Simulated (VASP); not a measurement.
Input of a VASP 6.6.1 run:

POSCAR

```
KI
1.0
    4.2911966600      0.0000000000      0.0000000000
    0.0000000000      4.2911966600      0.0000000000
    0.0000000000      0.0000000000      4.2911966600
I K
1 1
Direct
    0.5000000000      0.5000000000      0.5000000000
    0.0000000000      0.0000000000      0.0000000000
```

INCAR.step1

```
SYSTEM = KI
  ALGO = Normal
  EDIFF = 1E-5
  ENCUT = 520
  GGA = PE
  ISIF = 2
  ISMEAR = -1
  LASPH = .True.
  LCHARG = .False.
  LREAL = .False.
  LWAVE = .True.
  NBANDS = 40
  NELM = 60
  PREC = Accurate
  SIGMA = 0.05
```

File INCAR.step2:

```
SYSTEM = KI
  AEXX = 0.1
  ALGO = Normal
  CSHIFT = 0.05
  EDIFF = 1E-6
  ENCUT = 520
  HFRCUT = -1
  ISIF = 2
  ISMEAR = -1
  ISTART = 1
  IVDW = 11
  LASPH = .True.
  LCHARG = .False.
  LHFCALC = .True.
  LMIXTAU = .True.
  LOPTICS = .True.
  LREAL = .False.
  LWAVE = .False.
  METAGGA = TPSS
  NBANDS = 40
  NEDOS = 1000
  NELM = 60
  PREC = Accurate
  PRECFOCK = Fast
  SIGMA = 0.05
```

KPOINTS

```
k-points
0
Gamma
  4 4 4
  0 0 0
```

Potentials or basis: VASP PAW PBE potentials, release 64 (I, K_sv).

Command:

```sh
$ cat potpaw_PBE.64/I/POTCAR potpaw_PBE.64/K_sv/POTCAR > POTCAR
$ cp INCAR.step1 INCAR
$ mpirun -np 1 vasp_std > vasp.out
$ cp INCAR.step2 INCAR
$ mpirun -np 1 vasp_std > vasp.out
```

Problem. Predict the dispersion energy per atom.

Solution. -0.334 eV.

Problem. What does it give for the pressure?

Solution. 0.6 GPa.

Problem. Estimate the band gap on the k mesh.

Solution. 4.29 eV, indirect (least direct gap 4.67 eV).

Dielectric function (mean over the directions given):
```
energy (eV)  real part  imaginary part
       0.29       3.32            0.00
       0.74       3.34            0.00
       1.25       3.38            0.00
       1.76       3.44            0.00
       2.28       3.54            0.00
       2.79       3.68            0.00
       3.31       3.89            0.00
       3.75       4.14            0.00
       4.27       4.70            0.00
       4.78       4.29            0.82
       5.29       6.26            0.02
       5.81       4.69            1.38
       6.32       5.46            5.85
       6.84       3.52            9.15
       7.28      -1.28            5.12
       7.80       3.75            4.66
       8.31      -0.98            5.03
       8.82      -1.91            5.51
       9.34       0.68            4.36
       9.85       0.03            2.99
      10.30      -0.85            2.19
      10.81      -0.90            0.29
      11.33       0.16            1.36
      11.84      -0.21            0.58
      12.35       0.66            1.77
      12.87       0.69            2.16
      13.38      -0.44            0.44
      13.83       0.26            0.09
      14.34       0.44            0.72
      14.86       0.36            0.53
      15.37       0.45            0.27
      15.88       0.67            0.22
      16.40       0.80            0.03
      16.84       1.02            0.39
      17.36       0.77            0.66
      17.87       0.94            0.46
      18.39       1.08            0.28
      18.90       1.05            0.30
      19.41       1.15            1.14
      19.93       1.00            0.42
```

Caveat: spectra need much finer meshes, so this one isn't converged; independent-particle spectra lack excitons; the PAW data sets were made with another functional, which shifts forces and pressure a little; spin-orbit coupling is left out, which moves the levels of the heavy elements. A k mesh can miss the band edges.
